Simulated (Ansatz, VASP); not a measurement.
**InSe: VASP beside Ansatz**

One calculation is typed for both programs; each brings its own data sets. How far apart do they land? The cell is taken from a series of runs on this material, whose earlier steps may have relaxed, scaled, displaced or heated it; both programs get it as it stands.

Method: plane waves, with VASP 6.6.1 beside it; single point at HF with an exact-exchange share of 1, in Ansatz 0.2.0.

**1. The structure**

It takes space group P-6m2 (No. 187, hexagonal). Conventional cell: a = 3.975 Å, b = 3.975 Å, c = 16.264 Å, α = 90.00°, β = 90.00°, γ = 120.00°. Nearest to In lie 3 Se at 2.62 Å and 1 In at 2.74 Å. Nearest to Se lie 3 In at 2.62 Å. Se has 3 In at 2.62 Å nearest. Farther neighbours and most contacts between anions are not listed.

Coordinates:

```cif
data_structure
_symmetry_space_group_name_H-M 'P-6m2'
_symmetry_Int_Tables_number 187
_cell_length_a 3.9749
_cell_length_b 3.9749
_cell_length_c 16.2636
_cell_angle_alpha 90.000
_cell_angle_beta 90.000
_cell_angle_gamma 120.000
_cell_volume 222.53
loop_
_atom_site_label
_atom_site_type_symbol
_atom_site_symmetry_multiplicity
_atom_site_Wyckoff_symbol
_atom_site_fract_x
_atom_site_fract_y
_atom_site_fract_z
_atom_site_occupancy
In1 In 2 g 0.00000 0.00000 0.58430 1
In2 In 2 h 0.33333 0.66667 0.91570 1
Se1 Se 2 i 0.66667 0.33333 0.83783 1
Se2 Se 2 h 0.33333 0.66667 0.66210 1
```

**2. VASP: single point, HF with an exact-exchange share of 1**

With cell and atoms fixed, the geometry can't cause a difference; cores, projectors, grids and the points listed under the comparison can.

Lines of VASP's logs that name or quote its potential files are left out, and so is its time.

The run reads the wave functions of an earlier VASP run, which isn't shown here.

Contents of INCAR:

```
SYSTEM = InSe
PREC = Accurate
ENCUT = 400
EDIFF = 1E-06
NELM = 100
ISMEAR = 0
SIGMA = 0.01
LREAL = .FALSE.
ALGO = Normal
LHFCALC = .TRUE.
AEXX = 1
GGA = PE
ALDAC = 0
AGGAC = 0
LASPH = .TRUE.
NBANDS = 47
PRECFOCK = Fast
LORBIT = 11
LWAVE = .FALSE.
LCHARG = .FALSE.
KPAR = 8
NCORE = 2
ISIF = 2
```

Contents of POSCAR:

```
InSe
1.0
    3.9748709455      0.0000000000      0.0000000000
   -1.9874354728      3.4423392156      0.0000000000
    0.0000000000      0.0000000000     16.2636494814
In Se
4 4
Direct
    0.0000000000      0.0000000000      0.5842950809
    0.0000000000      0.0000000000      0.4157049191
    0.3333333333      0.6666666667      0.9156997426
    0.3333333333      0.6666666667      0.0843002574
    0.6666666667      0.3333333333      0.8378264049
    0.6666666667      0.3333333333      0.1621735951
    0.3333333333      0.6666666667      0.6621026916
    0.3333333333      0.6666666667      0.3378973084
```

Contents of KPOINTS:

```
Automatic mesh
0
Gamma
6 6 2
0 0 0
```

Potentials, in the order of the species: In_d and Se (PBE family, release 64).

Started as:

```bash
> mpirun -np 16 vasp_std
```

Numbers of over 12 decimals in the logs are rounded to 6 here.

Output:

```text
[banner, memory and clock lines left out]
running   16 mpi-ranks, on    1 nodes
 distrk:  each k-point on    2 cores,    8 groups
 distr:  one band on    2 cores,    1 groups

 POSCAR found type information on POSCAR InSe
 POSCAR found :  2 types and       8 ions
 LDA part: xc-table for (Slater+PW92), standard interpolation
 found WAVECAR, reading the header
 POSCAR, INCAR and KPOINTS ok, starting setup
 FFT: planning ... GRIDC
 FFT: planning ... GRID_SOFT
 FFT: planning ... GRID
 reading WAVECAR
 the WAVECAR file was read successfully
 initial charge from wavefunction
 entering main loop
       N       E                     dE             d eps       ncg     rms          rms(c)
DAV:   1    -0.572511335690E+02   -0.57251E+02   -0.20253E+01  1677   0.357E+01    0.266E+01
DAV:   2    -0.586686399410E+02   -0.14175E+01   -0.46257E+00  1622   0.108E+01    0.347E+01
DAV:   3    -0.587840998652E+02   -0.11546E+00   -0.70791E-01  1782   0.395E+00    0.293E+01
DAV:   4    -0.587099683193E+02    0.74132E-01   -0.15122E-01  1548   0.215E+00    0.196E+01
DAV:   5    -0.586795759351E+02    0.30392E-01   -0.87379E-02  1484   0.178E+00    0.133E+01
DAV:   6    -0.586847736241E+02   -0.51977E-02   -0.59407E-02  1445   0.128E+00    0.913E+00
DAV:   7    -0.586920230243E+02   -0.72494E-02   -0.25683E-02  1372   0.828E-01    0.594E+00
DAV:   8    -0.586914462272E+02    0.57680E-03   -0.58664E-03  1542   0.516E-01    0.368E+00
DAV:   9    -0.586886660583E+02    0.27802E-02   -0.25903E-03  1581   0.371E-01    0.221E+00
DAV:  10    -0.586877822493E+02    0.88381E-03   -0.36874E-03  1661   0.290E-01    0.133E+00
DAV:  11    -0.586882936116E+02   -0.51136E-03   -0.30242E-03  1533   0.217E-01    0.843E-01
DAV:  12    -0.586887206508E+02   -0.42704E-03   -0.11701E-03  1380   0.148E-01    0.536E-01
DAV:  13    -0.586887110701E+02    0.95806E-05   -0.17952E-04  1476   0.932E-02    0.337E-01
DAV:  14    -0.586885931655E+02    0.11790E-03   -0.56421E-05  1761   0.699E-02    0.215E-01
DAV:  15    -0.586885576864E+02    0.35479E-04   -0.13118E-04  1668   0.586E-02    0.149E-01
DAV:  16    -0.586885813083E+02   -0.23622E-04   -0.12303E-04  1561   0.449E-02    0.104E-01
DAV:  17    -0.586885999444E+02   -0.18636E-04   -0.48915E-05  1323   0.302E-02    0.644E-02
DAV:  18    -0.586885991541E+02    0.79034E-06   -0.65018E-06  1106   0.182E-02
   1 F= -.58688599E+02 E0= -.58688599E+02  d E =-.794476E-56
```

OUTCAR, selected parts (step 2):

```text
ion  position               nearest neighbor table
   1  0.000  0.000  0.584-   7 2.62   7 2.62   7 2.62   2 2.74
   2  0.000  0.000  0.416-   8 2.62   8 2.62   8 2.62   1 2.74
   3  0.333  0.667  0.916-   5 2.62   5 2.62   5 2.62   4 2.74
   4  0.333  0.667  0.084-   6 2.62   6 2.62   6 2.62   3 2.74
   5  0.667  0.333  0.838-   3 2.62   3 2.62   3 2.62
   6  0.667  0.333  0.162-   4 2.62   4 2.62   4 2.62
   7  0.333  0.667  0.662-   1 2.62   1 2.62   1 2.62
   8  0.333  0.667  0.338-   2 2.62   2 2.62   2 2.62

  LATTYP: Found a hexagonal cell.
 ALAT       =     3.9748709455
 C/A-ratio  =     4.0916169869

 Subroutine GETGRP returns: Found 12 space group operations
 (whereof 12 operations were pure point group operations)

The static configuration has the point symmetry D_3h.

 Found     14 irreducible k-points:

   k-points           NKPTS =     14   k-points in BZ     NKDIM =     72   number of bands    NBANDS=     47

   dimension x,y,z NGX =    28 NGY =   28 NGZ =  108
   dimension x,y,z NGXF=    56 NGYF=   56 NGZF=  216

   ENCUT  =  400.0 eV  29.40 Ry    5.42 a.u.   6.48  6.48 26.52*2*pi/ulx,y,z

   NELECT =      76.0000    total number of electrons

 k-points in reciprocal lattice and weights: Automatic mesh
   0.00000000  0.00000000  0.00000000       0.014
   0.16666667  0.00000000  0.00000000       0.083
   0.33333333 -0.00000000  0.00000000       0.083
   0.50000000  0.00000000  0.00000000       0.042
   0.16666667  0.16666667  0.00000000       0.083
   0.33333333  0.16666667  0.00000000       0.167
   0.33333333  0.33333333  0.00000000       0.028
   0.00000000  0.00000000  0.50000000       0.014
   0.16666667  0.00000000  0.50000000       0.083
[...]
0.33333333  0.16666667  0.50000000       0.167
   0.33333333  0.33333333  0.50000000       0.028

  exchange ACFDT corr.  =         0.00000000  see jH, gK, PRB 81, 115126

 average (electrostatic) potential at core
       1 -69.2043       2 -69.2043       3 -69.2070       4 -69.2070       5 -35.9343
       6 -35.9343       7 -35.9423       8 -35.9423

 E-fermi :   2.8112

 k-point     1 :       0.0000    0.0000    0.0000
  band No.  band energies     occupation
    ...
     34       0.8544      2.00000
     35       0.8544      2.00000
     36       0.9683      2.00000
     37       0.9683      2.00000
     38       2.7018      2.00000
     39       9.5331      0.00000
     40      10.9991      0.00000
     41      11.3359      0.00000
     42      11.4038      0.00000
     43      13.4541      0.00000
    ...

 k-point     2 :       0.1667    0.0000    0.0000
  band No.  band energies     occupation
    ...
     34       0.2030      2.00000
     35       0.4835      2.00000
     36       0.6401      2.00000
     37       1.0671      2.00000
     38       2.3412      2.00000
     39      10.8640      0.00000
     40      11.5243      0.00000
     41      11.5770      0.00000
     42      11.8480      0.00000
     43      12.9652      0.00000
    ...

 k-point     3 :       0.3333   -0.0000    0.0000
  band No.  band energies     occupation
    ...
     34      -0.2054      2.00000
     35      -0.0965      2.00000
     36       0.0194      2.00000
     37       0.8637      2.00000
     38       1.3040      2.00000
     39       9.7535      0.00000
     40      10.5290      0.00000
     41      10.7719      0.00000
     42      11.3678      0.00000
     43      12.7402      0.00000
    ...

  Total        7.6339784      7.6339784      7.7641062     -0.0000000      0.0000000      0.0000000
  in kB       54.9625415     54.9625415     55.8994255     -0.0000000      0.0000000      0.0000000
  external PRESSURE =      55.2748362 kB  Pullay stress =       0.0000000 kB

  energy-cutoff  :      400.00
  volume of cell :      222.53
      direct lattice vectors                 reciprocal lattice vectors
     3.974870946  0.000000000  0.000000000     0.251580495  0.145250067  0.000000000
    -1.987435473  3.442339216  0.000000000     0.000000000  0.290500133  0.000000000
     0.000000000  0.000000000 16.263649481     0.000000000  0.000000000  0.061486815

 POSITION                                       TOTAL-FORCE (eV/Angst)
 -----------------------------------------------------------------------------------
      0.00000      0.00000      9.50277        -0.000000     -0.000000      0.606507
      0.00000      0.00000      6.76088        -0.000000      0.000000     -0.606507
     -0.00000      2.29489     14.89262         0.000000      0.000000     -0.597777
     -0.00000      2.29489      1.37103        -0.000000     -0.000000      0.597777
      1.98744      1.14745     13.62611         0.000000      0.000000      0.521573
      1.98744      1.14745      2.63753        -0.000000      0.000000     -0.521573
     -0.00000      2.29489     10.76821         0.000000      0.000000     -0.530939
     -0.00000      2.29489      5.49544         0.000000     -0.000000      0.530939
 -----------------------------------------------------------------------------------
    total drift:                                0.000000     -0.000008      0.000014

  FREE ENERGIE OF THE ION-ELECTRON SYSTEM (eV)
  ---------------------------------------------------
  free  energy   TOTEN  =       -58.6885991541 eV

  energy  without entropy=      -58.6885991541  energy(sigma->0) =      -58.68859915

 total charge
# of ion       s       p       d       tot
------------------------------------------
    1        0.900   0.762   9.940  11.603
    2        0.900   0.762   9.940  11.603
    3        0.899   0.760   9.940  11.600
    4        0.899   0.760   9.940  11.600
    5        1.514   2.550   0.027   4.091
    6        1.514   2.550   0.027   4.091
    7        1.513   2.551   0.027   4.091
    8        1.513   2.551   0.027   4.091
--------------------------------------------------
tot          9.652  13.247  39.871  62.770

[... 3 further parts left out ...]
```

The run ends at a pressure of 5.53 GPa, with forces up to 0.61 eV/Å.

[end of part 1 of 2]

[Lines on the potential files, build, host, timing and source positions are cut from VASP's logs without a mark.]

[Logs are printed without paths, hosts, clocks, repeated set-up lines and the standing remarks that a program may print on its own settings, such as how far it seeks lower states.]

[Hosts, paths, dates, database ids (printed as entryN), source tags and the programs' standing remarks are cut or masked in the printed files.]
